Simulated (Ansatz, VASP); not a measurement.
Two plane-wave programs on Sb

```
Sb
1.0
    -1.83962    1.83962    1.83962
     1.83962   -1.83962    1.83962
     1.83962    1.83962   -1.83962
Sb
1
Cartesian
  0.0000 0.0000 0.0000
```

Change from the starting cell: volume scaled by 0.95, PAW files.

Alike in both runs: task electric field gradients; functional r2SCAN; k mesh 12 × 12 × 12; occupations fermi-dirac, width 0.08 eV; no spin polarisation.

|  | VASP | Ansatz |
| --- | --- | --- |
| version | VASP 6.6.1 | Ansatz 0.2.0 |
| potentials or method | VASP PAW PBE potentials, release 64 (Sb) | PAW with Ansatz's default frozen-core files, scalar-relativistic |
| plane-wave cutoff (eV) | 520 | 500 |
| valence electrons in the cell | 5 | 15 |

```csv
,VASP,Ansatz,Ansatz less VASP
pressure (GPa),6.1,6.1,+0.07
Vzz of the field gradient on the site that differs most (V/Å²),0.0,0.0,0.00
```

The two sets of potentials don't hold the same shells in valence. Ansatz warned: «gradients_without_spin_orbit».

Caveats: the PAW data sets were made with another functional, which shifts forces and pressure a little (VASP). Spin-orbit coupling is left out, which matters for the levels of Sb.
